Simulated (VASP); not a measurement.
# Be (P6/mmm) in VASP: further runs

Runs on Be. Level: PBE. Tasks: single point, relaxation of cell and atoms.

Program: VASP 6.6.1. These are calculated values, not measurements. Logs are shortened: lines on timing, memory, paths and dates and some standing lists are left out, and cuts for length are marked.

### 1 The crystal as given

The structure is hexagonal, space group P6/mmm (No. 191). Conventional cell: a = 3.569 Å, b = 3.569 Å, c = 2.187 Å, α = 90.00°, β = 90.00°, γ = 120.00°. Be (site symmetry 6/mmm) has 14 Be at 2.19 to 2.33 Å as nearest neighbours. Be (site symmetry -6m2) is surrounded by 11 Be at 2.06 to 2.33 Å.

The cell was built by a generator and needn't be a form met in nature.

### 2 Single point, PBE

Contents of INCAR:

```
SYSTEM = Be
  ALGO = Normal
  EDIFF = 1E-6
  ENCUT = 520
  GGA = PE
  ISIF = 2
  ISMEAR = 0
  LASPH = .TRUE.
  LCHARG = .FALSE.
  LREAL = .FALSE.
  LWAVE = .FALSE.
  NBANDS = 10
  NELM = 100
  PREC = Accurate
  SIGMA = 0.1
```

Contents of KPOINTS:

```
k-points
0
G
  6 6 8
  0 0 0
```

Contents of POSCAR:

```
Be
1.0
    3.5689871478      0.0000000000      0.0000000000
   -1.7844935739      3.0908335358      0.0000000000
    0.0000000000      0.0000000000      2.1866490612
Be
3
Direct
    0.0000000000      0.0000000000      0.0000000000
    0.3333333333      0.6666666667      0.5000000000
    0.6666666667      0.3333333333      0.5000000000
```

Potentials or basis: VASP PAW PBE potentials, release 64 (Be).

Launch:

```console
cat potpaw_PBE.64/Be/POTCAR > POTCAR
mpirun -np 1 vasp_std > vasp.out
```

OUTCAR:

```text
SYSTEM = Be
   EDIFF = 1E-6
   ENCUT = 520
   GGA = PE
   ISIF = 2
   ISMEAR = 0
   LASPH = .TRUE.
   LREAL = .FALSE.
   NELM = 100
   PREC = Accurate

 ion  position               nearest neighbor table
   1  0.000  0.000  0.000-   2 2.33   3 2.33   2 2.33   3 2.33   3 2.33   3 2.33   2 2.33   2 2.33
                             3 2.33   3 2.33   2 2.33   2 2.33
   2  0.333  0.667  0.500-   3 2.06   3 2.06   3 2.06   1 2.33   1 2.33   1 2.33   1 2.33   1 2.33
                             1 2.33
   3  0.667  0.333  0.500-   2 2.06   2 2.06   2 2.06   1 2.33   1 2.33   1 2.33   1 2.33   1 2.33
                             1 2.33

  LATTYP: Found a hexagonal cell.
 ALAT       =     3.5689871478
 C/A-ratio  =     0.6126805647

  Lattice vectors:

 A1 = (   3.5689871478,   0.0000000000,   0.0000000000)
 A2 = (  -1.7844935739,   3.0908335358,   0.0000000000)
 A3 = (   0.0000000000,   0.0000000000,   2.1866490612)

Analysis of symmetry for initial positions (statically):
=====================================================================
 Subroutine PRICEL returns:
 Original cell was already a primitive cell.

 Routine SETGRP: Setting up the symmetry group for a
 hexagonal supercell.

 Subroutine GETGRP returns: Found 24 space group operations
 (whereof 24 operations were pure point group operations)
 out of a pool of 24 trial point group operations.

The static configuration has the point symmetry D_6h.

Analysis of symmetry for dynamics (positions and initial velocities):
=====================================================================
 Subroutine PRICEL returns:
 Original cell was already a primitive cell.

 Routine SETGRP: Setting up the symmetry group for a
 hexagonal supercell.

 Subroutine GETGRP returns: Found 24 space group operations
 (whereof 24 operations were pure point group operations)
 out of a pool of 24 trial point group operations.

The dynamic configuration has the point symmetry D_6h.

 Subroutine INISYM returns: Found 24 space group operations
 (whereof 24 operations are pure point group operations),
 and found     1 'primitive' translations

----------------------------------------------------------------------------------------

                                     Primitive cell

  volume of cell :      24.1212

  direct lattice vectors                    reciprocal lattice vectors
     3.568987148  0.000000000  0.000000000     0.280191539  0.161768660  0.000000000
    -1.784493574  3.090833536  0.000000000     0.000000000  0.323537320  0.000000000
     0.000000000  0.000000000  2.186649061     0.000000000  0.000000000  0.457320755

  length of vectors
     3.568987148  3.568987148  2.186649061     0.323537320  0.323537320  0.457320755

  position of ions in fractional coordinates (direct lattice)
     0.000000000  0.000000000  0.000000000
     0.333333333  0.666666667  0.500000000
     0.666666667  0.333333333  0.500000000

  ion indices of the primitive-cell ions
   primitive index   ion index
                 1           1
                 2           2
                 3           3

----------------------------------------------------------------------------------------

 KPOINTS: k-points

Automatic generation of k-mesh.
 Grid dimensions read from file:
 generate k-points for:    6    6    8

 Generating k-lattice:

  Cartesian coordinates                     Fractional coordinates (reciprocal lattice)
     0.046698590  0.026961443  0.000000000     0.166666667  0.000000000  0.000000000
     0.000000000  0.053922887  0.000000000     0.000000000  0.166666667  0.000000000
     0.000000000  0.000000000  0.057165094     0.000000000  0.000000000  0.125000000

  Length of vectors
     0.053922887  0.053922887  0.057165094

  Shift w.r.t. Gamma in fractional coordinates (k-lattice)
     0.000000000  0.000000000  0.000000000

 Subroutine IBZKPT returns following result:
 ===========================================

 Found     35 irreducible k-points:

 Following reciprocal coordinates:
            Coordinates               Weight
  0.000000  0.000000  0.000000      1.000000
  0.166667  0.000000  0.000000      6.000000
  0.333333  0.000000  0.000000      6.000000
  0.500000  0.000000  0.000000      3.000000
  0.166667  0.166667  0.000000      6.000000
  0.333333  0.166667  0.000000     12.000000
[... 16 lines left out ...]
  0.166667  0.000000  0.375000     12.000000
  0.333333  0.000000  0.375000     12.000000
 [... further k-points ...]
   k-points           NKPTS =     35   k-points in BZ     NKDIM =     35   number of bands    NBANDS=     10
   number of dos      NEDOS =    301   number of ions     NIONS =      3
   total plane-waves  NPLWV =  12544
   dimension x,y,z NGX =    28 NGY =   28 NGZ =   16
   dimension x,y,z NGXF=    56 NGYF=   56 NGZF=   32
   ions per type =               3
   NGX,Y,Z   is equivalent  to a cutoff of  13.04, 13.04, 12.16 a.u.
   NGXF,Y,Z  is equivalent  to a cutoff of  26.09, 26.09, 24.33 a.u.
 SYSTEM =  Be
   PREC   = accura    normal or accurate (medium, high low for compatibility)
   ISTART =      0    job   : 0-new  1-cont  2-samecut
   ICHARG =      2    charge: 1-file 2-atom 10-const
   ISPIN  =      1    spin polarized calculation?
   LNONCOLLINEAR =      F non collinear calculations
   LSORBIT =      F    spin-orbit coupling
   LASPH  =      T    aspherical Exc in radial PAW
   ENCUT  =  520.0 eV  38.22 Ry    6.18 a.u.   6.64  6.64  4.07*2*pi/ulx,y,z
   NELM   =    100;   NELMIN=  2; NELMDL= -5     # of ELM steps
   EDIFF  = 0.1E-05   stopping-criterion for ELM
   LREAL  =      F    real-space projection
   EDIFFG = 0.1E-04   stopping-criterion for IOM
   NSW    =      0    number of steps for IOM
   IBRION =     -1    ionic relax: 0-MD 1-quasi-New 2-CG
   NFREE  =      0    steps in history (QN), initial steepest desc. (CG)
   ISIF   =      2    stress and relaxation
   ISYM   =      2    0-nonsym 1-usesym 2-fastsym
   POTIM  = 0.5000    time-step for ionic-motion
   TEBEG  =    0.0;   TEEND  =   0.0 temperature during run
   PSTRESS=    0.0 pullay stress
   NELECT =       6.0000    total number of electrons
   NUPDOWN=      -1.0000    fix difference up-down
   EMIN   =  10.00;   EMAX   =-10.00  energy-range for DOS
   EFERMI =   0.00;   METHOD = LEGACY
   ISMEAR =     0;   SIGMA  =   0.10  broadening in eV -4-tet -1-fermi 0-gaus
   EFERMI_NEDOS =   21; number of points for ismear=-14 and -15
   IALGO  =     38    algorithm
   IMIX   =      4    mixing-type and parameters
     AMIX     =   0.40;   BMIX     =  1.00
     AMIX_MAG =   1.60;   BMIX_MAG =  1.00
  volume/ion in A,a.u.               =       8.04        54.26
  Fermi-wavevector in a.u.,A,eV,Ry     =   1.029577  1.945618 14.422558  1.060028
  Thomas-Fermi vector in A             =   2.163631
   LORBIT       =      0    0 simple, 1 ext, 2 COOP (PROOUT), +10 PAW based schemes
   GGA     = PE    functional components
   LHFCALC =     F    Hartree Fock is set to
   AEXX    =    0.0000 exact exchange contribution
   IVDW    =     0    specifies the selected vdW correction
   LEPSILON=     F    determine dielectric tensor
   LRPA    =     F    only Hartree local field effects (RPA)
 non-spin polarized calculation
 Gauss-broadening in eV      SIGMA  =   0.10
  energy-cutoff  :      520.00
  volume of cell :       24.12
 maximum number of plane-waves:       674
 NGX is ok and might be reduce to    28
   NGX = 13   NGY = 13   NGZ =  9

 number of electron       6.0000000 magnetization

 Free energy of the ion-electron system (eV)
  ---------------------------------------------------
  ext. energy  EPLUGINS =         0.00000000
  ---------------------------------------------------
  free energy    TOTEN  =       -10.73236908 eV

  energy without entropy =      -10.72856532  energy(sigma->0) =      -10.73046720

 E-fermi :   7.3122     XC(G=0): -10.5539

 val. band max:        7.2658387542   @ k =   0.3333   0.0000   0.5000
 cond. band min:       7.3171080907   @ k =   0.3333   0.1667   0.5000
 fundamental gap:      0.0512693365
 Fermi energy:         7.3121615019

 k-point     1 :       0.0000    0.0000    0.0000
  band No.  band energies     occupation
      1      -4.3696      2.00000
      2       6.2605      2.00000
      3       6.2605      2.00000
      4       6.4878      2.00000
      5       6.4878      2.00000
      6      12.9447      0.00000
      7      13.1601      0.00000
      8      18.2111      0.00000
      9      26.7506      0.00000
     10      26.7722      0.00000

 k-point     2 :       0.1667    0.0000    0.0000
  band No.  band energies     occupation
      1      -4.0476      2.00000
      2       3.5147      2.00000
      3       4.2609      2.00000
      4       7.9658      0.00000
      5       9.3078      0.00000
      6      14.0005      0.00000
      7      14.5365      0.00000
      8      18.5961      0.00000
      9      25.2040      0.00000
     10      25.6903      0.00000

 k-point     3 :       0.3333    0.0000    0.0000
  band No.  band energies     occupation
      1      -3.0812      2.00000
      2       0.7582      2.00000
      3       2.9903      2.00000
      4       8.1180      0.00000
      5      13.0136      0.00000
      6      16.1021      0.00000
      7      18.2207      0.00000
      8      19.7319      0.00000
      9      22.0419      0.00000
     10      22.1626      0.00000
[... 248 lines left out ...]
 k-point    23 :       0.1667    0.0000    0.3750
  band No.  band energies     occupation
      1      -0.7914      2.00000
      2       4.7135      2.00000
      3       7.7050      0.00000
      4       8.3025      0.00000
      5      11.2419      0.00000
      6      12.6728      0.00000
      7      12.8227      0.00000
      8      15.3638      0.00000
      9      17.2435      0.00000
     10      18.3548      0.00000

 k-point    24 :       0.3333    0.0000    0.3750
  band No.  band energies     occupation
      1       0.1646      2.00000
      2       3.6670      2.00000
      3       6.7537      2.00000
      4       7.0905      1.99828
      5      10.0783      0.00000
      6      12.9224      0.00000
      7      14.1651      0.00000
      8      15.1449      0.00000
      9      18.3336      0.00000
     10      20.3522      0.00000

 [... further k-points ...]

------------------------ aborting loop because EDIFF is reached ----------------------------------------

  FORCE on cell =-STRESS in cart. coord.  units (eV):
  Direction    XX          YY          ZZ          XY          YZ          ZX
  --------------------------------------------------------------------------------------
  -------------------------------------------------------------------------------------
  Total        0.0107160      0.0107160     -0.0164496      0.0000000     -0.0000000      0.0000000
  in kB        0.7117774      0.7117774     -1.0926134      0.0000000     -0.0000000      0.0000000
  external PRESSURE =       0.1103138 kB  Pullay stress =       0.0000000 kB

 VOLUME and BASIS-vectors are now :
 -----------------------------------------------------------------------------
  energy-cutoff  :      520.00
  volume of cell :       24.12
      direct lattice vectors                 reciprocal lattice vectors
     3.568987148  0.000000000  0.000000000     0.280191539  0.161768660  0.000000000
    -1.784493574  3.090833536  0.000000000     0.000000000  0.323537320  0.000000000
     0.000000000  0.000000000  2.186649061     0.000000000  0.000000000  0.457320755

 POSITION                                       TOTAL-FORCE (eV/Angst)
 -----------------------------------------------------------------------------------
      0.00000      0.00000      0.00000         0.000000      0.000000      0.000000
     -0.00000      2.06056      1.09332         0.000000      0.000000      0.000000
      1.78449      1.03028      1.09332        -0.000000      0.000000     -0.000000
 -----------------------------------------------------------------------------------
    total drift:                                0.000000     -0.000000     -0.000000

  FREE ENERGIE OF THE ION-ELECTRON SYSTEM (eV)
  ---------------------------------------------------
  free  energy   TOTEN  =       -10.7323690789 eV

  energy  without entropy=      -10.7285653204  energy(sigma->0) =      -10.73046720
```

It took 4.7 s on 1 thread of AMD EPYC 7R13 (Zen 3), shared host; peak memory 0.1 GiB.

What came out:

* Free energy: -10.7324 eV
* Pressure: 0.0 GPa
* Band gap on the k mesh: none (metal or under the smearing width)

(Continued in part 2 of 2.)
